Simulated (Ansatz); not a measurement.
# Hf (Im-3m) in Ansatz: further runs, part 2 of 2

Ansatz 0.2.0. Earlier steps stand in the parts before.

**3. Single point, B3LYP**

input reads:

```
crystal:
  lattice:
    - [-1.805, 1.805, 1.805]
    - [1.805, -1.805, 1.805]
    - [1.805, 1.805, -1.805]
  atoms:
    - { symbol: Hf, position: [0.0, 0.0, 0.0] }
hamiltonian:
  xc: b3lyp
  pseudopotentials: { kind: paw }
kpoints:
  mp_grid: { grid: [5, 5, 5] }
scf:
  occupations: { method: fermi_dirac, width: 0.05 }
output:
  forces: true
  stress: true
  eigenvalues: true
```

Potentials or basis: Ansatz PAW.

Log:

```text
Warning: output.stress: scf.convergence.dr2_threshold = 1e-7 eV (the SCF's general default) is looser than the 1e-10 eV advised for a printed stress (1e-10 eV for each atom of the cell: 1). What an SCF threshold leaves in a stress goes as its square root, and in the free energy as the threshold itself, and one threshold admits the most on a small cell: of the crystals measured, under no hybrid functional and no lock of the moments, on runs that ended without the residual-converged pass, on stresses that held no estimate of that error, the worst erred by over 100 MPa in a component at 1e-7 eV an atom and by under 5 at 1e-10. Set scf.convergence.dr2_threshold to 1e-10 eV or tighter. The threshold is an SCF's pass mark: one that does not reach it within its budget of iterations ends unconverged, or closes short of it on a stop that the run arms, and scf.convergence.dr2_threshold's page says what that costs each kind of run
Warning: output.stress: scf.exx.energy_threshold = 1e-6 eV is looser than the 1e-8 eV advised for a stress under a hybrid functional (1e-8 eV for each atom of the cell: 1). Every SCF of the exchange loop can meet its threshold on dr2 while the loop round them stops early: no threshold on dr2 bounds what that leaves in the stress. Set scf.exx.energy_threshold to 1e-8 eV or tighter. The threshold is the loop's pass mark: a loop that does not reach it within its budget of cycles ends unconverged, and scf.exx.energy_threshold's page has the law
GPUs: using 1 of 1 available (devices: 1).
Engine: ansatz 0.2.0, x86_64-unknown-linux-gnu
Pseudopotentials: kind: paw
Pseudopotential: Hf, paw, valence charge 26, recommended cutoff 420 eV (normal), Hf.paw.azcp
Functional definition: B3LYP
  parameter a0 = 0.2
  parameter ax = 0.72
  parameter ac = 0.81
  exchange = (1 - a0 - ax)*slater_x + ax*b88_x + a0*exact_x
  correlation = (1 - ac)*vwn_rpa_c + ac*lyp_c
device memory: the entry about to start is reckoned to put 0.4 GiB on a device that reports 72.4 GiB free (of which the cap on the GPU budget leaves the run 18.0 GiB)
GPU FFT provider: cuFFT
GPU libraries: cuBLAS 13.8.2, cuFFT 12.4.0, cuSOLVER 12.3.4
Crystal: 1 atoms, lattice volume = 23.523 Å³
Basis set: ecut = 420 eV, 459 PW (Γ), exchange–correlation on 48×48×48 points (8 copies of the dense FFT grid, shifted against one another)
Bands: 17, of which v1, the nominal top of the filled ones, is band 13 counted from 1 (12 counted from 0)
Symmetry: 48 space group operations
Space group: Im-3m (ITA 229), of the structure as read, at distance tolerance 2.9e-5 Å
k-points: 10 of 125
Non-local potential: Hf, projectors of the file, l = 0: 3, l = 1: 2, l = 2: 2, l = 3: 3
PAW form: soft (Blöchl's): semilocal exchange-correlation on the pseudo side does not see the compensation charge
PAW frozen core: Hf, regenerated for the run's functional, and the local potential with it (the file was generated under x = pbe(κ = 0.804, μ = 0.2195149727645171), c = pbe(β = 0.06672455060314922))
PAW one-centre angular grid: Hf, 590 points (default); XC on 64 Gauss nodes
Initial density: superposition of atomic densities (neutral atoms: chi_scale 0, normalization atom), corrected by the library's trained network
Initial wavefunctions: pseudopotential atomic-orbital guess
[... 73 lines left out ...]
SCF iter   2: F=-15733.142487 eV  HF=-15733.142487 eV  |F-HF|=6.55e-11  |Δ(HF+E_count)|=   1.17e-9  Δρ=8.00e-7  dr2=1.98e-10  ethr=7.36e-12  ⟨swp⟩=4.1  Hψ=521  notcnv=0
SCF 5 converged in 2 iterations: F = -15733.142487 eV  dr2 = 1.98e-10
  Residual-converged pass: ⟨swp⟩=2.0  Hψ=256  notcnv=0  max |occ|·‖R‖ = 2.3e-6 eV (tolerance 2.4e-6 eV)  dr2=1.99e-10  dr2_onsite=9.70e-11  max |Δocc| = 2.2e-15
hybrid outer 4: dexx = +1.677e-9 eV, tail = 6.87e-10 eV, Δε = 3.98e-4 eV (about 5.47e-5 eV left of the loop's levels), ΔF = 1.50e-29 eV/Å (tail 8.95e-30)
hybrid SCF converged: 4 outer / 18 inner (+7 warm-up), last move |dexx| = 1.68e-9 eV, tail = 6.87e-10 eV
Stability not checked: this state was not tested for a lower state beside it, because the functional holds exact exchange (a hybrid, or Hartree-Fock), whose exchange loop this test does not read (fock_operator; see scf.lower_state_search)
Free energy (F): -15733.142487 eV
Frozen-core exchange: fock
Harris-Foulkes:  -15733.142487 eV  (|F-HF|=6.55e-11)
Internal energy: -15733.129162 eV  (E = F + TS)
E sigma→0 (E₀):  -15733.135825 eV
Entropy (-TS):   -0.013325 eV (-13.325 meV/atom)
Fermi energy:    18.733243 eV
--- Per-component energies (eV) ---
  E_band       = -52.905418
  E_kinetic    = 419.926516
  E_local      = -5198.086455  (includes V_loc(G=0)·N_el)
  E_nonlocal   = -1256.230187
  E_hartree    = 2434.177612
  E_xc         = -242.996759
  E_vxc        = -213.391050  (∫ρ·V_xc dr)
  E_exx        = -99.919011  (= α·E_x^exact, valence–valence)
  E_paw        = -6884.645451  (= ΣΔE_a)
  E_vpaw       = 1526.357904  (= ΣTr[D̂ρ^β])
  E_aug_tail   = -0.000001  (compensation charges beyond the density's cutoff)
  E_ewald      = -4906.493341
  E_core_change = 1.137917  (= ΣΔE_core)
  E_smearing   = -0.013325  (= −TS)
  E_closure    = -0.000000  (closes the sum)
  Σ components = -15733.142487   (vs F -15733.142487, Δ=0.00e0)
--- Forces (eV/Å), atoms counted from 1 ---
  atom   1  Hf    -0.00000000     0.00000000    -0.00000000
  max |Σ_I F_I| component: 1.63e-29 eV/Å
--- Stress (GPa, compression-positive) ---
       -4.265114      -0.000000       0.000000
       -0.000000      -4.265114      -0.000000
        0.000000       0.000000      -4.265114
  P = ⅓ Tr σ = -4.2651 GPa (-42.651 kbar)
--- Band table (eV; the first three rows and the last of 10) ---
  k-point 0: bands = ["-46.1659", "-13.3437", "-13.3437", "-13.3437", "3.9093", "3.9093", "3.9093", "3.9714", "3.9714", "3.9714", "3.9962", "10.8109", "20.9494", "20.9494", "20.9494", "23.6703", "23.6703"]
  k-point 1: bands = ["-46.1439", "-13.6261", "-13.4305", "-13.3461", "3.9150", "3.9242", "3.9248", "3.9580", "3.9610", "3.9672", "3.9832", "12.2505", "20.0248", "20.1409", "22.3201", "23.0659", "23.7026"]
  k-point 2: bands = ["-46.1082", "-14.0588", "-13.5659", "-13.3480", "3.9176", "3.9291", "3.9303", "3.9493", "3.9606", "3.9668", "3.9806", "14.6011", "18.3516", "19.4453", "23.5343", "24.2142", "25.7541"]
  k-point 9: bands = ["-46.0648", "-13.8791", "-13.8240", "-13.8240", "3.9037", "3.9344", "3.9406", "3.9406", "3.9668", "3.9711", "3.9711", "16.0631", "16.1592", "23.4575", "23.4575", "24.6330", "25.3274"]
```

Wall time 6.8 s (1 × NVIDIA H100 80GB HBM3 with 2 threads of AMD EPYC 7R13 (Zen 3), shared host); peak memory 1.5 GiB.

What came out:

* Free energy: -15733.1425 eV
* Pressure: -4.3 GPa
* Band gap on the k mesh: none (metal or under the smearing width)

Caveat: the k mesh is coarse (spacing up to 0.49 Å⁻¹), so the values aren't converged, least of all with exact exchange; the PAW data sets come from PBE, with cores solved anew for the run's functional, which leaves a small shift of forces and pressure; the thresholds are loose for stress.

**4. Relaxation of cell and atoms, B3LYP**

Changes to input since step 3:

```diff
@@ -18 +18,5 @@
   eigenvalues: true
+relax:
+  f_tol: 0.01
+  max_steps: 40
+  cell: { stress_tol: 0.05 }
```

Run time: 22 s. Hardware: 1 × NVIDIA H100 80GB HBM3 with 2 threads of AMD EPYC 7R13 (Zen 3), shared host; peak memory 1.5 GiB.

Results (log left out):

| Quantity | Value |
| --- | --- |
| Free energy | -15733.1553 eV |
| Relaxed volume | 22.59 Å³/atom |
| Relaxed cell | a = 3.085 Å, b = 3.085 Å, c = 3.085 Å, α = 109.47°, β = 109.47°, γ = 109.47° |
| Space group after relaxing (to 0.05 Å) | Im-3m (No. 229) |
| Energy gained by relaxing | 12.8 meV/atom |
| Ionic steps | 4 |
| Pressure after relaxing | 0.0 GPa |
| Band gap on the k mesh | none (metal or under the smearing width) |

Step by step:
```
step  energy change (eV)  largest force (eV/Å)  volume (Å³)
   1              0.0000                0.0000        23.52
   2             -0.0130                0.0000        22.66
   3             -0.0131                0.0000        22.59
   4             -0.0128                0.0000        22.59
```

Final structure:
```
Hf
1.0
    -1.78084    1.78084    1.78084
     1.78084   -1.78084    1.78084
     1.78084    1.78084   -1.78084
Hf
1
Direct
  0.00000 0.00000 0.00000
```

Levels at points of the mesh, in eV from the Fermi level:
```tsv
k point	band 11	band 12	band 13	band 14	band 15	band 16
(0.00, 0.00, 0.00)	-14.68	-8.12	2.19	2.19	2.19	5.02
```

Caveat: the k mesh is coarse (spacing up to 0.49 Å⁻¹), so the values aren't converged, least of all with exact exchange; the plane-wave basis is chosen anew once the cell has moved, so the energies of steps on either side of that aren't comparable; the PAW data sets come from PBE, with cores solved anew for the run's functional, which leaves a small shift of forces and pressure. The run has no spin-orbit coupling, so splittings on Hf are missing.

**5. The runs side by side**

| task | level | cell | gap on the mesh (eV) | pressure (GPa) | relaxed volume (Å³/atom) |
| --- | --- | --- | --- | --- | --- |
| relaxation of cell and atoms | PBEsol0 | relaxed | none | 0.0 | 21.53 |
| single point | B3LYP | as given | none | -4.3 | - |
| relaxation of cell and atoms | B3LYP | relaxed | none | 0.0 | 22.59 |

Alike in all rows: potentials or basis Ansatz PAW; no spin polarisation; k mesh 5 × 5 × 5; cutoff (eV) 420; smearing fermi-dirac 0.05 eV; the mesh is coarse, so values aren't converged.

Caveats: all runs use coarse meshes; the PAW data sets come from PBE, with cores solved anew for the run's functional, which leaves a small shift of forces and pressure; the plane-wave basis is chosen anew once the cell has moved, so the energies of steps on either side of that aren't comparable (some runs); the thresholds are loose for stress (some runs).

Absolute energies hang on the potentials; compare differences alone.
